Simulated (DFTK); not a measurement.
The system is Pb.

```xyz
2
Lattice="3.4800 0.0000 0.0000 -1.7400 3.0138 0.0000 0.0000 0.0000 5.5900" Properties=species:S:1:pos:R:3 pbc="T T T"
Pb    1.7400    1.0046    4.1925
Pb    0.0000    2.0092    1.3975
```

This isn't the form of Pb at room conditions, which is fcc.

Base run:

- Program: DFTK 0.8.2
- Functional: TASK
- Potentials or basis: SG15 1.2 (PBE)
- Cutoff: 1225 eV
- k mesh: 7 × 7 × 4
- Occupations: fermi-dirac, width 0.05 eV
- Spin: no spin polarisation

Its results: band gap on the k mesh none (metal or under the smearing width); pressure 3.7 GPa.

The run is repeated on the same cell with these changes: functional from TASK to SCAN. What comes out?

Band gap on the k mesh none (metal or under the smearing width); pressure 0.7 GPa.

Caveats: the potentials were made for another functional, which shifts forces and pressure; spin-orbit coupling is left out, which moves the levels of the heavy elements.
